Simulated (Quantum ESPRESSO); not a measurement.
# Au (Fm-3m) in Quantum ESPRESSO: settings compared

The runs below take Au through single point, equation of state, band structure, with N12, PBE.

All numbers are computed with Quantum ESPRESSO 7.5; they aren't measurements. Logs are shortened: lines on timing, memory, paths and dates and some standing lists are left out, and cuts for length are marked.

**Measured values to compare with.**

“Exploring toroidal anvil profiles for larger sample volumes above 4 Mbar”, 2024, pmc:11102561 quotes, for a bulk crystal of Au: bulk modulus 167 GPa.

How close the calculation comes is told below.

## Step 1: The structure

Symmetry: Fm-3m, No. 225, cubic system. The conventional cell has a = 4.070 Å, b = 4.070 Å, c = 4.070 Å, α = 90.00°, β = 90.00°, γ = 90.00°. Around Au (site symmetry m-3m) lie 12 Au at 2.88 Å.

## Step 2: Single point, N12, 15.84 Å³/atom

pw.in reads:

```
&CONTROL
  calculation = 'scf'
  prefix = 'pwscf'
  outdir = './tmp'
  pseudo_dir = './pseudo'
  tprnfor = .true.
  tstress = .true.
  disk_io = 'nowf'
/
&SYSTEM
  ibrav = 0
  nat = 1
  ntyp = 1
  ecutwfc = 76
  nbnd = 16
  input_dft = 'XC-000I-000I-082L-080L-000I-000I'
  occupations = 'smearing'
  smearing = 'fd'
  degauss = 0.00367493
/
&ELECTRONS
  conv_thr = 2d-10
  electron_maxstep = 120
  mixing_beta = 0.5
/
ATOMIC_SPECIES
Au   196.9666 Au.upf
CELL_PARAMETERS angstrom
   0.0000000000    1.9934577312    1.9934577312
   1.9934577312    0.0000000000    1.9934577312
   1.9934577312    1.9934577312    0.0000000000
ATOMIC_POSITIONS crystal
Au     0.0000000000    0.0000000000    0.0000000000
K_POINTS automatic
11 11 11 0 0 0
```

Potentials or basis: PseudoDojo 0.4.1 SR PBE standard.

Launch:

```bash
$ OMP_NUM_THREADS=1 pw.x -in pw.in > pw.out
```

pw.out:

```text
This program is part of the open-source Quantum ESPRESSO suite
     for quantum simulation of materials; please cite
         "P. Giannozzi et al., J. Phys.:Condens. Matter 21 395502 (2009);
         "P. Giannozzi et al., J. Phys.:Condens. Matter 29 465901 (2017);
         "P. Giannozzi et al., J. Chem. Phys. 152 154105 (2020);
     in publications or presentations arising from this work. More details at

     IMPORTANT: XC functional enforced from input :
     Exchange-correlation= XC-000I-000I-082L-080L-000I-000I
                           (   0   0  82  80   0   0   0)
     Any further DFT definition will be discarded
     Please, verify this is what you really want

     Message from routine setup:
     using ibrav=0 with symmetry is DISCOURAGED, use correct ibrav instead

     G-vector sticks info
     --------------------
     sticks:   dense  smooth     PW     G-vecs:    dense   smooth      PW
     Sum         595     595    187                 9577     9577    1687

     Using Slab Decomposition

     bravais-lattice index     =            0
     lattice parameter (alat)  =       5.3275  a.u.
     unit-cell volume          =     106.9172 (a.u.)^3
     number of atoms/cell      =            1
     number of atomic types    =            1
     number of electrons       =        19.00
     number of Kohn-Sham states=           16
     kinetic-energy cutoff     =      76.0000  Ry
     charge density cutoff     =     304.0000  Ry
     scf convergence threshold =      2.0E-10
     mixing beta               =       0.5000
     number of iterations used =            8  plain     mixing
     Exchange-correlation= XC-000I-000I-082L-080L-000I-000I
                           (   0   0  82  80   0   0   0)

     celldm(1)=   5.327469  celldm(2)=   0.000000  celldm(3)=   0.000000
     celldm(4)=   0.000000  celldm(5)=   0.000000  celldm(6)=   0.000000

     crystal axes: (cart. coord. in units of alat)
               a(1) = (   0.000000   0.707107   0.707107 )
               a(2) = (   0.707107   0.000000   0.707107 )
               a(3) = (   0.707107   0.707107   0.000000 )

     reciprocal axes: (cart. coord. in units 2 pi/alat)
               b(1) = ( -0.707107  0.707107  0.707107 )
               b(2) = (  0.707107 -0.707107  0.707107 )
               b(3) = (  0.707107  0.707107 -0.707107 )

     PseudoPot. # 1 for Au read from file:
     Au.upf
     Pseudo is Norm-conserving + core correction, Zval = 19.0
     Generated using ONCVPSP code by D. R. Hamann
     Using radial grid of 1356 points,  7 beta functions with:
                l(1) =   0
                l(2) =   0
                l(3) =   1
                l(4) =   1
                l(5) =   2
                l(6) =   2
                l(7) =   3

     atomic species   valence    mass     pseudopotential
     Au               19.00   196.96660     Au( 1.00)

     48 Sym. Ops., with inversion, found

   Cartesian axes

     site n.     atom                  positions (alat units)
         1        Au     tau(   1) = (   0.0000000   0.0000000   0.0000000  )

     number of k points=    56  Fermi-Dirac smearing, width (Ry)=  0.0037
                       cart. coord. in units 2pi/alat
        k(    1) = (   0.0000000   0.0000000   0.0000000), wk =   0.0015026
        k(    2) = (   0.0642824   0.0642824  -0.0642824), wk =   0.0120210
        k(    3) = (   0.1285649   0.1285649  -0.1285649), wk =   0.0120210
        k(    4) = (   0.1928473   0.1928473  -0.1928473), wk =   0.0120210
        k(    5) = (   0.2571297   0.2571297  -0.2571297), wk =   0.0120210
        k(    6) = (   0.3214122   0.3214122  -0.3214122), wk =   0.0120210
[... 48 lines left out ...]
        k(   55) = (  -0.0642824  -0.4499770   0.7071068), wk =   0.0360631
        k(   56) = (   0.0000000  -0.3856946   0.6428243), wk =   0.0360631

     Dense  grid:     9577 G-vectors     FFT dimensions: (  30,  30,  30)

     WARNING: libxc functional with ID   82 depends
      on external parameters: check the user_guide of
      QE if you need to modify them or to check their
      default values.

     WARNING: libxc functional with ID   80 depends
      on external parameters: check the user_guide of
      QE if you need to modify them or to check their
      default values.

     Initial potential from superposition of free atoms

     starting charge      18.9999, renormalised to      19.0000
     Starting wfcs are   10 randomized atomic wfcs +    6 random wfcs

     Self-consistent Calculation

     iteration #  1     ecut=    76.00 Ry     beta= 0.50
     Davidson diagonalization with overlap
     ethr =  1.00E-02,  avg # of iterations =  6.2

     Threshold (ethr) on eigenvalues was too large:
     Diagonalizing with lowered threshold

     Davidson diagonalization with overlap
     ethr =  1.39E-04,  avg # of iterations =  2.6

     total energy              =    -297.96984661 Ry
     estimated scf accuracy    <       0.02569519 Ry

     iteration #  2     ecut=    76.00 Ry     beta= 0.50
     Davidson diagonalization with overlap
     ethr =  1.35E-04,  avg # of iterations =  2.1
[... 43 lines left out ...]
     total energy              =    -297.97463697 Ry
     estimated scf accuracy    <          2.5E-10 Ry

     iteration #  9     ecut=    76.00 Ry     beta= 0.50
     Davidson diagonalization with overlap
     ethr =  1.32E-12,  avg # of iterations =  2.0

     End of self-consistent calculation

          k = 0.0000 0.0000 0.0000 (  1243 PWs)   bands (ev):

   -83.5753 -34.6652 -34.6652 -34.6652  12.1431  17.5868  17.5868  17.5868
    19.2854  19.2854  37.2260  41.6019  41.6019  41.6019  46.1861  51.8918

          k = 0.0643 0.0643-0.0643 (  1218 PWs)   bands (ev):

   -83.5739 -34.6881 -34.6686 -34.6686  12.4491  17.4857  17.6920  17.6920
    19.2390  19.2390  37.5971  39.8915  41.9969  41.9969  47.4843  49.7568

          k = 0.1286 0.1286-0.1286 (  1209 PWs)   bands (ev):
[... 96 lines left out ...]
   -83.5572 -34.9085 -34.7689 -34.7149  15.6162  17.1309  18.2031  18.2131
    20.0232  23.2470  28.2715  35.3843  38.6864  40.5441  46.7947  48.7694

          k =-0.0643-0.3214 0.3214 (  1190 PWs)   bands (ev):

   -83.5600 -34.8694 -34.7595 -34.7009  15.5936  17.1751  17.5479  18.3366
    19.2714  21.7660  31.6166  35.5837  39.3094  43.0259  44.2750  48.8668

          k = 0.0000-0.2571 0.2571 (  1199 PWs)   bands (ev):

   -83.5640 -34.8216 -34.7338 -34.6875  14.8645  16.9086  17.7913  18.5543
    18.5987  20.6291  34.5201  36.7384  40.6895  42.2250  45.4385  48.4822

          k = 0.3857 0.0000-0.0000 (  1198 PWs)   bands (ev):

   -83.5624 -34.8220 -34.7277 -34.7277  14.9383  16.1737  18.4879  19.1891
    19.1891  19.9946  37.5004  37.5004  38.4166  40.1731  40.8970  49.4606

          k = 0.4500 0.0643-0.0643 (  1201 PWs)   bands (ev):
[... 36 lines left out ...]
   -83.5533 -34.9089 -34.8048 -34.7605  15.3785  15.8784  19.1209  19.8576
    20.7522  25.3555  28.6067  31.7394  34.8111  41.1410  45.2897  49.6462

          k =-0.0000-0.5143 0.5143 (  1192 PWs)   bands (ev):

   -83.5534 -34.8818 -34.8412 -34.7490  15.7020  16.4489  18.3140  19.4655
    20.3930  26.5072  28.1598  30.4300  36.3644  40.5735  48.0962  49.1040

          k = 0.6428-0.0000 0.0000 (  1190 PWs)   bands (ev):

   -83.5532 -34.9302 -34.7722 -34.7722  14.9569  15.3387  20.5532  20.8843
    20.8843  22.9826  29.9836  33.2895  33.2895  40.2852  43.3066  50.5943

          k =-0.0000-0.6428 0.6428 (  1182 PWs)   bands (ev):

   -83.5528 -34.9290 -34.7841 -34.7713  15.0498  15.4253  20.3298  20.4117
    20.9219  24.5117  28.8966  32.3442  33.4851  41.0404  43.6401  50.1935

          k = 0.2571 0.1286 0.0000 (  1204 PWs)   bands (ev):

   -83.5674 -34.7744 -34.7072 -34.6869  14.0011  16.8830  17.9949  18.3403
    18.8007  19.8138  36.8256  38.3094  40.9267  41.6965  45.5425  47.5235

          k = 0.3214 0.1928-0.0643 (  1192 PWs)   bands (ev):

   -83.5632 -34.8339 -34.7290 -34.6977  14.9661  16.8619  17.6764  18.4366
    19.2502  20.5659  33.8451  37.4769  39.7433  42.2168  45.6470  47.2075

          k = 0.3857 0.2571-0.1286 (  1194 PWs)   bands (ev):
[... 26 lines left out ...]
   -83.5551 -34.9034 -34.7972 -34.7351  15.9898  16.7491  17.8698  18.6759
    20.4064  25.4682  26.7448  34.2234  36.5977  40.9242  47.1893  50.1566

          k =-0.0643-0.3214 0.4500 (  1196 PWs)   bands (ev):

   -83.5566 -34.8866 -34.7943 -34.7238  16.1515  16.9019  17.3184  18.7807
    19.9082  23.3617  29.8377  33.7502  37.6747  41.8329  45.6213  49.6959

          k = 0.0000-0.2571 0.3857 (  1203 PWs)   bands (ev):

   -83.5596 -34.8617 -34.7686 -34.7092  15.9100  16.7093  17.2761  18.9233
    19.2208  21.8186  32.5879  34.6719  38.7089  43.5017  43.7182  49.5469

          k = 0.5143 0.1286 0.0000 (  1191 PWs)   bands (ev):

   -83.5563 -34.8894 -34.7678 -34.7514  15.4772  15.8424  18.5879  20.0937
    20.1565  21.9827  32.5937  34.2552  35.1682  41.8135  42.8874  49.7082

          k =-0.1286-0.5143 0.6428 (  1194 PWs)   bands (ev):

   -83.5543 -34.8992 -34.7958 -34.7582  15.6415  16.0663  18.3254  19.7227
    20.6534  24.2371  29.7701  33.0096  34.3884  42.1428  45.0899  49.0262

          k =-0.0643-0.4500 0.5785 (  1186 PWs)   bands (ev):

   -83.5536 -34.8851 -34.8301 -34.7538  15.8845  16.5056  17.9405  19.3020
    20.5850  26.6784  27.5306  31.5470  35.1394  41.8663  47.4975  48.6947

          k = 0.0000-0.3857 0.5143 (  1189 PWs)   bands (ev):

   -83.5544 -34.8678 -34.8429 -34.7404  16.2679  16.8394  17.3457  19.0652
    20.1812  25.0293  30.2868  30.3767  36.5267  41.7650  46.5587  50.3094

          k =-0.0643-0.5785 0.7071 (  1193 PWs)   bands (ev):

   -83.5532 -34.9190 -34.7850 -34.7721  15.2334  15.5730  19.5831  20.2795
    20.8837  24.4085  29.5544  32.7369  33.0764  41.9657  43.5617  49.8142

          k =-0.0000-0.5143 0.6428 (  1189 PWs)   bands (ev):
[... 11 lines left out ...]
   -83.5540 -34.8808 -34.8261 -34.7544  16.3275  16.6269  17.2901  19.1569
    20.5546  25.7425  28.5597  32.1534  34.4640  43.2338  46.0172  50.3453

          k =-0.0643-0.4500 0.7071 (  1194 PWs)   bands (ev):

   -83.5531 -34.8887 -34.8193 -34.7713  15.8882  16.2676  17.9758  19.4953
    20.8813  26.3154  29.1748  31.1772  32.9296  44.5579  45.2121  48.0938

          k = 0.0000-0.3857 0.6428 (  1193 PWs)   bands (ev):

   -83.5530 -34.8639 -34.8486 -34.7698  16.1188  16.7527  17.3924  19.1562
    20.8774  27.3612  28.9610  30.0107  33.1612  44.4705  46.4591  48.5229

     the Fermi energy is    22.6927 ev

!    total energy              =    -297.97463697 Ry
     estimated scf accuracy    <          4.7E-11 Ry
     smearing contrib. (-TS)   =      -0.00019227 Ry
     internal energy E=F+TS    =    -297.97444470 Ry

     The total energy is F=E-TS. E is the sum of the following terms:
     one-electron contribution =     -74.24085466 Ry
     hartree contribution      =      49.84785845 Ry
     xc contribution           =     -53.89787564 Ry
     ewald contribution        =    -219.68357285 Ry

     convergence has been achieved in   9 iterations

     Forces acting on atoms (cartesian axes, Ry/au):

     atom    1 type  1   force =     0.00000000    0.00000000    0.00000000

     Total force =     0.000000     Total SCF correction =     0.000000

     Computing stress (Cartesian axis) and pressure

          total   stress  (Ry/bohr**3)                   (kbar)     P=      205.80
   0.00139902  -0.00000000   0.00000000          205.80       -0.00        0.00
  -0.00000000   0.00139902  -0.00000000           -0.00      205.80       -0.00
   0.00000000  -0.00000000   0.00139902            0.00       -0.00      205.80

=------------------------------------------------------------------------------=
   JOB DONE.
=------------------------------------------------------------------------------=
```

It took 12 s on 1 thread of AMD EPYC 7B13 (Zen 3), shared host; peak memory 0.06 GiB.

Results:

| Property | Result |
| --- | --- |
| Free energy | -4054.1515 eV |
| Pressure | 20.6 GPa |
| Band gap on the k mesh | none (metal or under the smearing width) |

Caveat: the potentials were made for another functional, which shifts forces and pressure.

## Step 3: Single point, N12, 16.18 Å³/atom

pw.in: that of step 2 with these lines changed.

```diff
@@ -28,5 +28,5 @@
 CELL_PARAMETERS angstrom
-   0.0000000000    1.9934577312    1.9934577312
-   1.9934577312    0.0000000000    1.9934577312
-   1.9934577312    1.9934577312    0.0000000000
+   0.0000000000    2.0074966285    2.0074966285
+   2.0074966285    0.0000000000    2.0074966285
+   2.0074966285    2.0074966285    0.0000000000
 ATOMIC_POSITIONS crystal
```

Potentials or basis: PseudoDojo 0.4.1 SR PBE standard.

Launch:

```bash
$ OMP_NUM_THREADS=1 pw.x -in pw.in > pw.out
```

Run time: 11 s. Hardware: 1 thread of AMD EPYC 7B13 (Zen 3), shared host; peak memory 0.06 GiB.

The run converged. Its results:

```yaml
Free_energy: -4054.1893 eV
Pressure: 15.2 GPa
Band_gap_on_the_k_mesh: none (metal or under the smearing width)
```

Caveat: the potentials were made for another functional, which shifts forces and pressure.

(Part 1 of 2 ends here.)
